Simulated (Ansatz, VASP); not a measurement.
**Two plane-wave programs on Ga3Se**

Contents of INCAR:

```
SYSTEM = Ga3Se
PREC = Accurate ; ENCUT = 520
EDIFF = 1E-6 ; ISMEAR = -1
SIGMA = 0.05 ; LREAL = .False.
LASPH = .True. ; NELM = 60
ALGO = Normal ; ISIF = 2
LWAVE = .False. ; LCHARG = .False.
GGA = PS ; NBANDS = 30
```

Contents of KPOINTS:

```
Automatic mesh
0
Gamma
  4 4 4
  0 0 0
```

The input POSCAR:

```
Ga3Se
1.0
    4.4324650000      0.0000000000      0.0000000000
    0.0000000000      4.4324650000      0.0000000000
    0.0000000000      0.0000000000      4.4324650000
Se Ga
1 3
Direct
    0.0000000000      0.0000000000      0.0000000000
    0.5000000000      0.5000000000      0.0000000000
    0.5000000000      0.0000000000      0.5000000000
    0.0000000000      0.5000000000      0.5000000000
```

input.yaml

```yaml
crystal:
  lattice:
    - [4.432465, 0.0, 0.0]
    - [0.0, 4.432465, 0.0]
    - [0.0, 0.0, 4.432465]
  atoms:
    - { symbol: Se, position: [0.0, 0.0, 0.0] }
    - { symbol: Ga, position: [0.5, 0.5, 0.0] }
    - { symbol: Ga, position: [0.5, 0.0, 0.5] }
    - { symbol: Ga, position: [0.0, 0.5, 0.5] }
hamiltonian:
  xc: pbesol
  pseudopotentials: { kind: paw }
kpoints:
  mp_grid: { grid: [4, 4, 4] }
scf:
  occupations: { method: fermi_dirac, width: 0.05 }
  n_extra_bands: 10
output:
  forces: true
  stress: true
  eigenvalues: true
  dos: { projected: true, de: 0.05, nscf_kmesh: { grid: [6, 6, 6] } }
```

The cell comes from a database or a generator and needn't be the stable form of this composition.

Alike in both runs: functional PBEsol; k mesh 4 × 4 × 4; occupations fermi-dirac, width 0.05 eV; no spin polarisation.

```csv
,VASP,Ansatz
version,VASP 6.6.1,Ansatz 0.2.0
potentials or method,"VASP PAW PBE potentials, release 64 (Se, Ga_d)",Ansatz PAW
plane-wave cutoff (eV),520,420
valence electrons in the cell,45,55
task,single point,projected density of states
```

```csv
,VASP,Ansatz,Ansatz less VASP
gap on the k mesh at the Fermi level (eV),none,none,-
pressure (GPa),-3.1,-3.2,-0.10
```

A gap of «none» marks a metal or a gap that the smearing closes. The two sets of potentials don't hold the same shells in valence.

Caveats: the PAW data sets were made with another functional, which shifts forces and pressure a little (VASP); the PAW data sets come from PBE, with cores solved anew for the run's functional, which leaves a small shift of forces and pressure (Ansatz); the density of states is complete only up to the lowest level of the last band computed (Ansatz).
